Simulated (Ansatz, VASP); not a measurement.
This is a calculation of C for Ansatz 0.2.0.

Contents of input.yaml:

```yaml
crystal:
  lattice:
    - [0.0, 1.78337, 1.78337]
    - [1.78337, 0.0, 1.78337]
    - [1.78337, 1.78337, 0.0]
  atoms:
    - { symbol: C, position: [0.75, 0.75, 0.75] }
    - { symbol: C, position: [0.5, 0.5, 0.5] }
hamiltonian:
  xc: pbesol
  pseudopotentials: { kind: paw }
kpoints:
  mp_grid: { grid: [13, 13, 13] }
scf:
  occupations: { method: fixed }
output:
  eigenvalues: true
dielectric:
  method: response
```

Potentials or basis: Ansatz PAW.

Launch:

```console
$ ansatz run input.yaml --threads 2 --pin off --max-ram 5632MiB --backend cpu --events-out ev --progress --plain --runs-dir out
```

Q: Set up the same calculation for VASP 6.6.1. Potentials there: VASP PAW PBE potentials, release 64 (C).

A: As run (the cutoff follows the program's own potentials):

Contents of INCAR:

```
SYSTEM = C
  PREC = Accurate
  ENCUT = 520
  EDIFF = 1E-8
  ISMEAR = -1
  SIGMA = 0.05
  LREAL = .False.
  LASPH = .True.
  NELM = 100
  ALGO = Fast
  ISIF = 2
  LWAVE = .False.
  LCHARG = .False.
  GGA = PS
  LEPSILON = .True.
  IBRION = 8
```

KPOINTS

```
Automatic mesh
0
Gamma
  13 13 13
  0 0 0
```

The input POSCAR:

```
C
1.0
    0.0000000000      1.7833700000      1.7833700000
    1.7833700000      0.0000000000      1.7833700000
    1.7833700000      1.7833700000      0.0000000000
C
2
Direct
    0.7500000000      0.7500000000      0.7500000000
    0.5000000000      0.5000000000      0.5000000000
```

Potentials or basis: VASP PAW PBE potentials, release 64 (C).

Command:

```bash
$ cat potpaw_PBE.64/C/POTCAR > POTCAR
$ mpirun -np 1 vasp_std > vasp.out
```

Both were run:

|  | VASP | Ansatz | Ansatz less VASP |
| --- | --- | --- | --- |
| gap on the k mesh at the Fermi level (eV) | 4.01 | 4.02 | +0.006 |
| least direct gap on the mesh (eV) | 5.54 | 5.54 | +0.001 |
| mean electronic dielectric constant | 5.89 | 5.89 | -0.002 |
| mean Born charge of the atom that differs most (e) | 0.00 | 0.00 | 0.000 |

Caveats: an odd mesh through Γ misses points on the zone boundary, where band edges often lie (VASP); odd divisions of the mesh miss points on the zone boundary, where band edges often lie, so the gap on the mesh can be too wide (Ansatz). Expect the measured gap to be larger: semilocal functionals such as PBEsol lack the derivative discontinuity.
